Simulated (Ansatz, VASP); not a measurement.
## One calculation of BN (Qingsongite), two programs

POSCAR

```
BN
1.0
    2.5561910000      0.0000000000      0.0000000000
    1.2780955000      2.2137263429      0.0000000000
    1.2780955000      0.7379087810      2.0871212117
B N
1 1
Direct
    0.0000000000      0.0000000000      0.0000000000
    0.2500000000      0.2500000000      0.2500000000
```

INCAR.step1

```
PREC     = Accurate       # precision mode
ENCUT    = 600            # plane-wave cutoff, eV
ISMEAR   = 1              # smearing method
SIGMA    = 0.02           # smearing width, eV
LREAL    = False          # projectors in reciprocal space
LASPH    = True           # aspherical terms in the spheres
NELM     = 60             # most SCF steps
GGA      = PE             # functional
ALGO     = Normal         # electronic algorithm
EDIFF    = 1E-4           # SCF threshold, eV
LWAVE    = True           # write WAVECAR
LCHARG   = False          # write CHGCAR
```

INCAR.step2

```
PREC     = Accurate       # precision mode
ENCUT    = 600            # plane-wave cutoff, eV
EDIFF    = 1E-6           # SCF threshold, eV
ISMEAR   = 1              # smearing method
SIGMA    = 0.02           # smearing width, eV
LREAL    = False          # projectors in reciprocal space
LASPH    = True           # aspherical terms in the spheres
NELM     = 60             # most SCF steps
ALGO     = Normal         # electronic algorithm
ISIF     = 3              # what is computed and relaxed
LWAVE    = False          # write WAVECAR
LCHARG   = False          # write CHGCAR
METAGGA  = R2SCAN         # meta-GGA
LMIXTAU  = True         
LUSE_VDW = True         
IVDW_NL  = 2            
BPARAM   = 11.95        
CPARAM   = 0.0093       
IBRION   = 2              # ionic algorithm
NSW      = 80             # ionic steps
EDIFFG   = -0.05          # ionic threshold
ISTART   = 1
```

Contents of KPOINTS:

```
regular mesh
0
Gamma
  9 9 9
```

Input for Ansatz:

```yaml
crystal:
  lattice:
    a: 2.556191
    b: 2.556191
    c: 2.556191
    alpha: 60.0
    beta: 60.0
    gamma: 60.0
  atoms:
    - { symbol: B, position: [0.0, 0.0, 0.0] }
    - { symbol: "N", position: [0.25, 0.25, 0.25] }
kpoints:
  mp_grid:
    grid: [9, 9, 9]
hamiltonian:
  xc: r2scan
  dispersion: rvv10
scf:
  occupations:
    method: methfessel_paxton
    width: 0.02
relax:
  f_tol: 0.05
  cell: {}
```

Alike in both runs: task relaxation of cell and atoms; functional r2SCAN; dispersion rVV10; k mesh 9 × 9 × 9; occupations methfessel-paxton of order 1, width 0.02 eV; no spin polarisation.

|  | VASP | Ansatz |
| --- | --- | --- |
| version | VASP 6.6.1 | Ansatz 0.2.0 |
| potentials or method | VASP PAW PBE potentials, release 64 (B, N) | plane waves, PAW |
| plane-wave cutoff (eV) | 600 | 500 |
| valence electrons in the cell | 8 | 8 |

|  | VASP | Ansatz | Ansatz less VASP |
| --- | --- | --- | --- |
| relaxed volume (Å³/atom) | 5.88 | 5.87 | -0.018 |
| relaxed cell length with the largest relative difference (Å) | 2.553 | 2.550 | -0.0027 |

Caveats: the PAW data sets were made with another functional, which shifts forces and pressure a little (VASP). A k mesh can miss the band edges.
